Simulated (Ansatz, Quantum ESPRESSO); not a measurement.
This is a calculation of B for Ansatz 0.2.0. This isn't the form of B at room conditions, which is rhombohedral.

Contents of input.yaml:

```yaml
crystal:
  lattice:
    - [1.88524, 0.0, 0.0]
    - [0.0, 1.88524, 0.0]
    - [0.0, 0.0, 1.88524]
  atoms:
    - { symbol: B, position: [0.5, 0.5, 0.5] }
hamiltonian:
  xc: pbe
  pseudopotentials: { kind: paw }
kpoints:
  mp_grid: { grid: [14, 14, 14] }
scf:
  occupations: { method: fermi_dirac, width: 0.05 }
output:
  forces: true
  stress: true
  eigenvalues: true
```

Potentials or basis: Ansatz PAW.

Command:

```sh
$ ansatz run input.yaml --threads 1 --pin off --max-ram 3584MiB --backend cpu --events-out ev --progress --plain --runs-dir out
```

Q: What does the same run look like in Quantum ESPRESSO 7.5? Potentials or basis there: SSSP 1.3 efficiency PBE, cutoff 748 eV.

A: As run (cutoffs and basis follow the program's own potentials, and thresholds, step limits or extra output files can differ):

File pw.in:

```
&CONTROL
  calculation = 'scf'
  prefix = 'pwscf'
  outdir = './tmp'
  pseudo_dir = './pseudo'
  tprnfor = .true.
  tstress = .true.
  disk_io = 'nowf'
/
&SYSTEM
  ibrav = 0
  nat = 1
  ntyp = 1
  ecutwfc = 55
  ecutrho = 440
  nbnd = 6
  occupations = 'smearing'
  smearing = 'fd'
  degauss = 0.00367493
/
&ELECTRONS
  conv_thr = 2d-10
  electron_maxstep = 120
  mixing_beta = 0.5
/
ATOMIC_SPECIES
B     10.8100 b_pbe_v1.4.uspp.F.UPF
CELL_PARAMETERS angstrom
   1.8852400000    0.0000000000    0.0000000000
   0.0000000000    1.8852400000    0.0000000000
   0.0000000000    0.0000000000    1.8852400000
ATOMIC_POSITIONS crystal
B      0.5000000000    0.5000000000    0.5000000000
K_POINTS automatic
14 14 14 0 0 0
```

Potentials or basis: SSSP 1.3 efficiency PBE.

Command:

```bash
$ OMP_NUM_THREADS=1 pw.x -in pw.in > pw.out
```

Both were run:

|  | Ansatz | Quantum ESPRESSO |
| --- | --- | --- |
| Pressure | 0.3 GPa | -0.1 GPa |

Ansatz's pressure holds a Pulay term of +0.28 GPa for its cutoff of 420 eV, which the other run lacks.

Where Ansatz's input types no cutoff or centring, it takes its own default and a Γ-centred mesh.

Pressure is positive in compression.
